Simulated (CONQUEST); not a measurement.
Crystal: GaN.

```
CELL_PARAMETERS angstrom
3.18693 0.00000 0.00000
0.00000 3.18693 0.00000
0.00000 0.00000 4.50700
ATOMIC_POSITIONS crystal
Ga 0.00000 0.00000 0.00000
Ga 0.50000 0.50000 0.50000
N 0.00000 0.50000 0.75000
N 0.50000 0.00000 0.25000
```

The cell is a database's computed one.

* Program: CONQUEST 1.3
* Task: single point
* Functional: PBE
* Potentials or basis: PseudoDojo NC PBE, SZP, grid cutoff 150 Ha
* k mesh: 8 × 8 × 6
* Occupations: fermi-dirac, width 0.05 eV
* Spin: no spin polarisation

On this cell: pressure 9.9 GPa; largest force zero by symmetry; band gap on the k mesh 2.20 eV.

The same run follows on a disturbed copy (atoms moved at random, drawn with an rms of 0.05 Å):

```
CELL_PARAMETERS angstrom
3.18693 0.00000 0.00000
0.00000 3.18693 0.00000
0.00000 0.00000 4.50700
ATOMIC_POSITIONS crystal
Ga 0.49706 0.50406 0.50237
Ga 0.99706 0.00406 0.00237
N 0.00197 0.49715 0.74535
N 0.50197 0.99715 0.24535
```

Task: What does the disturbed cell give?

Result: The energy moves by +6.1 meV/atom; pressure 10.1 GPa; largest force 0.590 eV/Å; band gap on the k mesh 2.11 eV.

Forces on the atoms (eV/Å):
```
Ga   0.258 -0.278 -0.452
Ga   0.258 -0.278 -0.452
N   -0.249  0.260  0.450
N   -0.249  0.260  0.450
```

The forces don't sum to zero, so they hold noise of the program's grid.

Caveats: the atomic basis is small; the basis of atomic orbitals isn't converged, which shifts pressures, moduli and gaps; the real-space grid breaks the cell's symmetry a little (some runs).

A k mesh can miss the band edges.
